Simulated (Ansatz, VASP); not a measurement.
## One calculation of NaI, two programs

```
CELL_PARAMETERS angstrom
0.00000 3.26464 3.26464
3.26464 0.00000 3.26464
3.26464 3.26464 0.00000
ATOMIC_POSITIONS crystal
Na 0.50000 0.50000 0.50000
I 0.00000 0.00000 0.00000
```

Alike in both runs: functional PBE; k mesh 6 × 6 × 6; occupations gaussian, width 0.02 eV; no spin polarisation.

Ansatz relaxed the structure, and its values are those at the end. VASP's run is a single point on that final structure, the one shown.

```csv
,VASP,Ansatz
version,VASP 6.6.1,Ansatz 0.2.0
potentials or method,"VASP PAW PBE potentials, release 64 (Na_pv, I)","scalar-relativistic, plane waves, PAW"
plane-wave cutoff (eV),520,420
valence electrons in the cell,14,26
```

VASP gave:

```
gap on the k mesh at the Fermi level (eV) : 3.57
least direct gap on the mesh (eV)         : 3.57
pressure (GPa)                            : 0.0
```

**Question.** Estimate Ansatz's values.

**Answer.** gap on the k mesh at the Fermi level (eV): 3.58; least direct gap on the mesh (eV): 3.58; pressure (GPa): 0.0.

With one functional, cell and mesh, what is left measures potentials, basis and numerics. The two sets of potentials don't hold the same shells in valence.

Caveats: spin-orbit coupling is left out, which moves the levels of the heavy elements.
